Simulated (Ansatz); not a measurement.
Runs of Ansatz 0.2.0 on As. The structure is trigonal, space group R-3m (No. 166). The conventional cell has a = 3.762 Å, b = 3.762 Å, c = 10.542 Å, α = 90.00°, β = 90.00°, γ = 120.00°. As (site symmetry 3m) is surrounded by 3 As at 2.51 Å. 

```csv
task,level,potentials or basis,cell,cutoff (eV),smearing,points for each segment of the path,other keys,gap on the mesh (eV),pressure (GPa),largest force (eV/Å)
projected density of states,RPBE,JTH PAW,as given,1350,fermi-dirac 0.1 eV,-,-,none,5.6,(a)
band structure,m-r2SCAN,PseudoDojo stringent (PBE files),as given,1415,methfessel-paxton 0.025 eV,14,scf.convergence.dr2_threshold = 1e-08; …,none,2.1,0.17
single point,PBE,Ansatz PAW,as given,420,fermi-dirac 0.05 eV,-,-,none,(b),0.43
single point,PBE,Ansatz PAW,"atoms moved at random, drawn with an rms of 0.05 Å",420,fermi-dirac 0.05 eV,-,-,none,4.3,0.72
```

Alike in all rows: no spin polarisation; k mesh 9 × 9 × 9.

Q: Fill in the values left out.

A: (a) 0.49; (b) 3.7.

Caveats: the meta-GGA runs on potentials made for a GGA (some runs); the potentials were made for another functional, which shifts forces and pressure (some runs); the thresholds are loose for stress (some runs).

A k mesh can miss the band edges, and the runs leave out spin-orbit coupling on As.

A gap of «none» marks a metal or a gap under the smearing width.

The runs don't all hold the same shells in valence.
